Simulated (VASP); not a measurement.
The system is Si.

```
Si
1.0
     3.83132    0.00000    0.00000
    -1.91566    3.31802    0.00000
     0.00000    0.00000    6.33262
Si
4
Direct
  0.66667 0.33333 0.93699
  0.33333 0.66667 0.43699
  0.66667 0.33333 0.56301
  0.33333 0.66667 0.06301
```

This isn't the form of Si at room conditions, which is diamond.

| Property | Result |
| --- | --- |
| Program | VASP 6.6.1 |
| Task | single point |
| Functional | PBE |
| Potentials or basis | VASP PAW PBE potentials, release 64 (Si) |
| Cutoff | 900 eV |
| k mesh | 12 × 12 × 6 |
| Occupations | gaussian, width 0.05 eV |
| Spin | no spin polarisation |

On this cell: pressure 1.4 GPa; largest force 0.005 eV/Å; band gap on the k mesh 0.42 eV, indirect (least direct gap 1.03 eV).

The same run follows on a disturbed copy (grid = ENCUT=900 k=12x12x6 ISMEAR=0 SIGMA=0.05 PREC=Accurate EDIFF=1e-08 LREAL=False ADDGRID=False LASPH=True; atoms moved at random, drawn with an rms of 0.1 Å):

```xyz
4
Lattice="3.8313 0.0000 0.0000 -1.9157 3.3180 0.0000 0.0000 0.0000 6.3326" Properties=species:S:1:pos:R:3 pbc="T T T"
Si    1.9316    1.0707    5.9402
Si    0.0503    2.2668    2.7192
Si    1.9056    1.0788    3.5823
Si   -0.0322    2.1393    0.3911
```

What does the disturbed cell give?

The energy moves by +27.5 meV/atom; pressure 1.5 GPa; largest force 1.359 eV/Å; band gap on the k mesh 0.11 eV, indirect (least direct gap 0.76 eV).

Forces in eV/Å, atoms in the order of the input:
```
Si  -0.685 -0.497 -0.114
Si  -0.598 -1.023  0.665
Si   0.578  0.967 -0.416
Si   0.705  0.553 -0.134
```

Stress tensor (GPa, compression positive):
```
0.60 0.08 1.35
0.08 1.64 1.68
1.35 1.68 2.41
```

A k mesh can miss the band edges.
